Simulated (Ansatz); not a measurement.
Crystal: Br, diamond type, 2 atoms in the cell.

All numbers below come from r²SCAN, plane waves, PAW datasets (generated hard set) (Ansatz).

Cutoff 700 eV; k-mesh 9×9×9 Γ-centred; Fermi–Dirac smearing of 0.1 eV; no spin polarisation.

The fit to the energies gives V₀ = 42.687 Å³/atom (a₀ = 6.990 Å), B₀ = 15.5 GPa, B₀′ = 5.13.

Task: What pressure does the program print at V = 40.924 Å³/atom, and how far above the lowest computed point (V = 42.216 Å³/atom) does the energy lie?

Result: 0.73 GPa and 3.58 meV/atom. All points:

| V (Å³/atom) | a (Å) | E − E(min) (meV/atom) | P (GPa) |
| --- | --- | --- | --- |
| 39.632 | 6.8188 | 12.05 | 1.39 |
| 40.924 | 6.8922 | 3.58 | 0.73 |
| 42.216 | 6.9640 | 0.00 | 0.18 |
| 43.509 | 7.0343 | 0.48 | -0.28 |
| 44.801 | 7.1033 | 4.33 | -0.66 |

The stress includes the program's correction for the finite plane-wave basis.

This cubic structure is a model: it isn't the usual form of the substance at ambient conditions, and such phases are metastable or hypothetical. Spin polarisation is left out, and a magnetic state may lie lower. Potentials made with PBE were used with another functional.
